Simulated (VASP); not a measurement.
Input of a VASP 6.6.1 run:

The input POSCAR:

```
Te2Pt
1.0
    4.0381735148      0.0000000000      0.0000000000
   -2.0190867574      3.4971608487      0.0000000000
    0.0000000000      0.0000000000      5.3109405973
Te Pt
2 1
Direct
    0.3333333333      0.6666666667      0.2568471022
    0.6666666667      0.3333333333      0.7431528978
    0.0000000000      0.0000000000      0.0000000000
```

INCAR.step1

```
SYSTEM = Te2Pt
PREC = Accurate
ENCUT = 520
ISMEAR = -1
SIGMA = 0.02
LREAL = .FALSE.
LASPH = .TRUE.
NELM = 100
NBANDS = 18
GGA = PE
ALGO = Normal
EDIFF = 1E-4
LWAVE = .TRUE.
LCHARG = .FALSE.
```

Contents of INCAR.step2:

```
SYSTEM = Te2Pt
PREC = Accurate
ENCUT = 520
EDIFF = 1E-6
ISMEAR = -1
SIGMA = 0.02
LREAL = .FALSE.
LASPH = .TRUE.
NELM = 100
ALGO = Normal
ISIF = 2
LWAVE = .FALSE.
LCHARG = .TRUE.
METAGGA = R2SCAN
LMIXTAU = .TRUE.
LELF = .TRUE.
LVHAR = .TRUE.
NBANDS = 18
ISTART = 1
```

File KPOINTS:

```
Automatic mesh
0
G
  6 6 4
  0 0 0
```

Potentials or basis: VASP PAW PBE potentials, release 64 (Te, Pt).

Command:

```console
$ cat potpaw_PBE.64/Te/POTCAR potpaw_PBE.64/Pt/POTCAR > POTCAR
$ cp INCAR.step1 INCAR
$ mpirun -np 1 vasp_std > vasp.out
$ cp INCAR.step2 INCAR
$ mpirun -np 1 vasp_std > vasp.out
```

Q: Estimate the largest force.

A: 0.009 eV/Å.

Q: Estimate the pressure.

A: 1.2 GPa.

Q: What does it give for the band gap on the k mesh?

A: None (metal or under the smearing width).

Forces on the atoms (eV/Å):
```
Te   0.000  0.000 -0.009
Te   0.000  0.000  0.009
Pt   0.000  0.000  0.000
```

Caveat: the PAW data sets were made with another functional, which shifts forces and pressure a little. Spin-orbit coupling is left out, which matters for the levels of Pt, Te.
